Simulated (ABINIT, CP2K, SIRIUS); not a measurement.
**Cost and result for the equilibrium volume of MgS**

```cif
data_structure
_symmetry_space_group_name_H-M 'P 1'
_symmetry_Int_Tables_number 1
_cell_length_a 3.6793
_cell_length_b 3.6793
_cell_length_c 3.6793
_cell_angle_alpha 60.000
_cell_angle_beta 60.000
_cell_angle_gamma 60.000
_cell_volume 35.22
loop_
_atom_site_label
_atom_site_type_symbol
_atom_site_fract_x
_atom_site_fract_y
_atom_site_fract_z
_atom_site_occupancy
S1 S 0.50000 0.50000 0.50000 1
Mg1 Mg 0.00000 0.00000 0.00000 1
```

```tsv
rung	level	program and potentials	cutoff (eV)	k mesh	smearing	task	core time	chip	equilibrium volume (Å³/atom)	miss	notes
GGA + dispersion	PBE+D3(BJ)	CP2K, POTENTIAL_UZH S GTH-PBE-q6, Mg GTH-PBE-q10; DZVP-MOLOPT-PBE-GTH basis	-	7 × 7 × 7	fermi-dirac 0.05	relaxation of cell and atoms	46 s	Arm Neoverse V1	17.56	-0.2 %	atomic basis
GGA + dispersion	PBE+D4	CP2K, POTENTIAL_UZH S GTH-PBE-q6, Mg GTH-PBE-q10; DZVP-MOLOPT-PBE-GTH basis	-	7 × 7 × 7	fermi-dirac 0.05	relaxation of cell and atoms	57 s	Arm Neoverse V1	17.72	+0.7 %	atomic basis
GGA	PBE	SIRIUS, JTH 2.0 PBE (PAW)	557	6 × 6 × 6	fermi-dirac 0.05	eos task	58 s	Arm Neoverse V2	17.94	+1.9 %	-
GGA	PBEsol	SIRIUS, PseudoDojo 0.4.1 PBE standard (scalar relativistic)	1152	5 × 5 × 5	fermi-dirac 0.05	eos task	64 s	AMD EPYC 7R43 Zen 3	17.48	-0.7 %	coarse mesh; potentials made for PBE
LDA	LDA	CP2K, GTH_POTENTIALS S GTH-PADE-q6, Mg GTH-PADE-q10; TZVP-MOLOPT-PBE-GTH basis	-	9 × 9 × 9	fermi-dirac 0.1	equation of state	94 s	Arm Neoverse V2	17.25	-2.0 %	atomic basis
LDA	LDA	ABINIT, PseudoDojo NC SR LDA v0.4.1 standard	1143	7 × 7 × 7	fermi-dirac 0.05	relaxation of cell and atoms	1.7 min	Arm Neoverse V1	16.89	-4.0 %	-
GGA	PBE	SIRIUS, PseudoDojo 0.5 PBE standard (scalar relativistic)	1152	6 × 6 × 6	fermi-dirac 0.05	eos task	1.8 min	Arm Neoverse V2	(a)	?	-
GGA	PBEsol	SIRIUS, all-electron FP-LAPW, apw+lo standard	-	9 × 9 × 9	fermi-dirac 0.05	equation of state	3.1 min	Arm Neoverse V2	(b)	?	-
```

Times are single runs on shared hosts and different chips, so they are rough; meshes, cutoffs and the tasks' sizes weigh on the time. All rows: no spin polarisation. Smearing widths are in eV. Meshes differ between rows, which moves values too. Meshes are those of the run's cell of 2 atoms unless a note names another. Relaxations start from the cell shown or near it and stop with a little pressure left. Misses use the values as printed. Runs on faulty files, with rough fits or with known faults for this quantity aren't shown. No row holds spin-orbit coupling.

Measured: 17.6 Å³/atom at 294.15 K (a printed reference work). The runs are for a static lattice.

Estimate the values left out from the other rows.

(a) 17.90 Å³/atom, miss +1.7 %; (b) 17.39 Å³/atom, miss -1.2 %.
